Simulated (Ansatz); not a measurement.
The system is MnO.

```
Mn O
1.0
     0.00000    2.22200    2.22200
     2.22200    0.00000    2.22200
     2.22200    2.22200    0.00000
Mn O
1 1
Direct
  0.00000 0.00000 0.00000
  0.50000 0.50000 0.50000
```

A run of Ansatz 0.2.0 on this cell left the log below. Logs are shortened: lines on timing, memory, paths and dates and some standing lists are left out, and cuts for length are marked.

```text
Warning: output.stress: scf.convergence.dr2_threshold = 1e-7 eV (the SCF's general default) is looser than the 2e-10 eV advised for a printed stress (1e-10 eV for each atom of the cell: 2). What an SCF threshold leaves in a stress goes as its square root, and in the free energy as the threshold itself, and one threshold admits the most on a small cell: of the crystals measured, under no hybrid functional and no lock of the moments, on runs that ended without the residual-converged pass, on stresses that held no estimate of that error, the worst erred by over 100 MPa in a component at 1e-7 eV an atom and by under 5 at 1e-10. Set scf.convergence.dr2_threshold to 2e-10 eV or tighter. The threshold is an SCF's pass mark: one that does not reach it within its budget of iterations ends unconverged, or closes short of it on a stop that the run arms, and scf.convergence.dr2_threshold's page says what that costs each kind of run
Warning: RAYON_NUM_THREADS=2 ignored (pool sized by the plan → 2); use --threads N
Engine: ansatz 0.2.0, aarch64-unknown-linux-gnu
Pseudopotentials: kind: paw
Pseudopotential: Mn, paw, valence charge 15, recommended cutoff 420 eV (normal), Mn.paw.azcp
Pseudopotential: O, paw, valence charge 6, recommended cutoff 420 eV (normal), O.paw.azcp
Functional definition: PBE
  parameter kappa = 0.804
  parameter beta = 0.06672455060314922
  exchange = pbe_x(kappa = kappa, mu = beta*pi^2/3)
  correlation = pbe_c(beta = beta)
Crystal: 2 atoms, lattice volume = 21.941 Å³
Basis set: ecut = 420 eV, 411 PW (Γ), exchange–correlation on 48×48×48 points (8 copies of the dense FFT grid, shifted against one another)
Bands: 19, of which v1, the nominal top of the filled ones, is band 11 counted from 1 (10 counted from 0)
Symmetry: 48 space group operations
Space group: Fm-3m (ITA 225), of the structure as read, at distance tolerance 2.8e-5 Å
Magnetic group: BNS 225.116 (UNI 1618), of the structure as read, at distance tolerance 2.8e-5 Å
k-points: 35 of 729
Non-local potential: Mn, projectors of the file, l = 0: 3, l = 1: 2, l = 2: 3, l = 3: 1
Non-local potential: O, projectors of the file, l = 0: 2, l = 1: 2, l = 2: 1
PAW form: soft (Blöchl's): semilocal exchange-correlation on the pseudo side does not see the compensation charge
PAW one-centre angular grid: Mn, 590 points (default); XC on 64 Gauss nodes
PAW one-centre angular grid: O, 110 points (default); XC on 64 Gauss nodes
Initial density: superposition of atomic densities (chi_scale 0.1, normalization cell, long waves kept (reshape's long-wave potential 0.00 eV rms))
Starting moments: Σ|m| = 8 μB on 1 of 2 sites
Initial wavefunctions: pseudopotential atomic-orbital guess
Functional: x = pbe(κ = 0.804, μ = 0.2195149727645171), c = pbe(β = 0.06672455060314922)
SCF iter   1: F=—  HF=-4450.583303 eV  |F-HF|=—  |Δ(HF+E_count)|=         —  Δρ=3.45e-1 (↑1.49e-1 ↓3.45e-1)  dr2=9.02e0  dr2_m=1.22e1  M=8.000 μB ∫|m|=8.000 μB  β_m=0.30  ethr=3.10e-3  ⟨swp⟩=4.0  Hψ=5157  notcnv=0
[... 16 lines left out ...]
Per-site moments (μB) at R_I (Å): [(4.534582221343207, 0.9165751361250001), (1.8626944455997734, 0.9165751361250001)]
Free energy (F): -4452.070997 eV
Harris-Foulkes:  -4452.070997 eV  (|F-HF|=1.33e-9)
Internal energy: -4452.054603 eV  (E = F + TS)
E sigma→0 (E₀):  -4452.062800 eV
Entropy (-TS):   -0.016394 eV (-8.197 meV/atom)
Fermi energy:    14.270055 (↑ 20.175146, ↓ 8.364963) eV
--- Per-component energies (eV) ---
  E_band       = -241.835699
  E_kinetic    = 478.945053
  E_local      = -2215.184368  (includes V_loc(G=0)·N_el)
  E_nonlocal   = 306.958170
  E_hartree    = 882.837481
  E_xc         = -185.841346
  E_vxc        = -237.657284  (∫ρ·V_xc dr)
  E_paw        = -1463.264648  (= ΣΔE_a)
  E_vpaw       = -340.571964  (= ΣTr[D̂ρ^β])
  E_aug_tail   = 0.002312  (compensation charges beyond the density's cutoff)
  E_ewald      = -2256.507257
  E_smearing   = -0.016394  (= −TS)
  E_closure    = -0.000000  (closes the sum)
  Σ components = -4452.070997   (vs F -4452.070997, Δ=0.00e0)
--- Forces (eV/Å), atoms counted from 1 ---
  atom   1  Mn    -0.00000000    -0.00000000     0.00000000
  atom   2  O      0.00000000     0.00000000     0.00000000
  max |Σ_I F_I| component: 7.76e-30 eV/Å
--- Stress (GPa, compression-positive) ---
      119.747699      -0.000000      -0.000000
       -0.000000     119.747699      -0.000000
        0.000000      -0.000000     119.747699
  P = ⅓ Tr σ = 119.7477 GPa (1197.477 kbar)
--- Band table (eV; the first three rows and the last of 70) ---
  k-point 0 ↑: bands = ["-67.9501", "-36.6887", "-36.6887", "-36.6887", "-9.8073", "6.5303", "6.5303", "6.5303", "10.3006", "10.3006", "10.3006", "10.7700", "10.7700", "11.4648", "26.3602", "28.8902", "28.8902", "28.8902", "32.3489"]
  k-point 1 ↑: bands = ["-67.9493", "-36.6969", "-36.6897", "-36.6897", "-9.7240", "5.9702", "6.3212", "6.3212", "10.3791", "10.4112", "10.4112", "11.0286", "11.0286", "12.0759", "25.1478", "28.4412", "28.4412", "29.0628", "31.6268"]
  k-point 2 ↑: bands = ["-67.9473", "-36.7176", "-36.6923", "-36.6923", "-9.5062", "4.8685", "5.8753", "5.8753", "10.5805", "10.6814", "10.6814", "11.6275", "11.6275", "13.3851", "22.8826", "27.0289", "27.0289", "29.5812", "31.6753"]
  k-point 34 ↓: bands = ["-62.7565", "-31.6390", "-31.6292", "-31.6116", "-5.7778", "7.4707", "7.9228", "8.2195", "15.1185", "15.6402", "16.2614", "16.4940", "16.9788", "22.6504", "23.6418", "24.2452", "27.1205", "33.3519", "34.7812"]
```

Write the input and the command behind it.

Single point with PBE, collinear spin, ferromagnetic start. The files as run (others can give the same):

input.yaml
```yaml
crystal:
  lattice:
    - [0.0, 2.22200033, 2.22200033]
    - [2.22200033, 0.0, 2.22200033]
    - [2.22200033, 2.22200033, 0.0]
  atoms:
    - { symbol: Mn, position: [0.0, 0.0, 0.0], spin: 8.0 }
    - { symbol: O, position: [0.5, 0.5, 0.5] }
hamiltonian:
  xc: pbe
  pseudopotentials: { kind: paw }
magnetization:
  spin_polarized: true
  initial_magnetization: 8.0
  spin_locking: { lock_magnetization: hard }
kpoints:
  mp_grid: { grid: [9, 9, 9] }
scf:
  occupations: { method: fermi_dirac, width: 0.05 }
  lower_state_search: "off"
output:
  forces: true
  stress: true
  eigenvalues: true
  write_density: true
  write_potential: true
  elf: true
  volumetric_format: npy
```

Potentials or basis: Ansatz PAW.
Command:
```console
$ ansatz run input.yaml --threads 2 --pin off --max-ram 5632MiB --backend cpu --events-out ev --progress --plain --runs-dir out
```

Caveat: a pressure of tens of GPa on the cell as given is suspect, and the run, the potentials or the cell itself is likely at fault; the pressure holds a Pulay correction of +0.6 GPa for the finite cutoff; the total moment is fixed, so each spin has its own Fermi level; a cell with one magnetic atom can't hold antiferromagnetic order, which such compounds often take; the thresholds are loose for stress.
